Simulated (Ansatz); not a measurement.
## C and the effect of the share of exact exchange

Symmetry: Fd-3m, No. 227, cubic system. Conventional cell: a = 3.567 Å, b = 3.567 Å, c = 3.567 Å, α = 90.00°, β = 90.00°, γ = 90.00°. Around C (site symmetry -43m) lie 4 C at 1.54 Å.

Kept alike: task single point; k mesh 7 × 7 × 7; occupations fermi-dirac, width 0.05 eV; no spin polarisation. Program: Ansatz, Ansatz PAW, cutoff 500 eV. The mesh is that of the run's cell of 2 atoms. No spin-orbit coupling.

```csv
"share of exact exchange, α",pressure (GPa)
0,-2.40
0.1,?
0.15,-7.23
0.25,-10.37
0.35,-13.46
0.5,-17.99
```

The k mesh is coarse, so the values aren't converged. Pressure is positive in compression, with a Pulay correction for the finite cutoff. All rows use potentials made for PBE. The mesh is thin for exact exchange.

Fit the rows shown and predict the run at 0.1.

A least-squares line through the rows shown is pressure = -31.176 α - 2.496 (largest miss 0.096); at α = 0.1 it gives -5.61 GPa. The run gave: pressure -5.64 GPa.
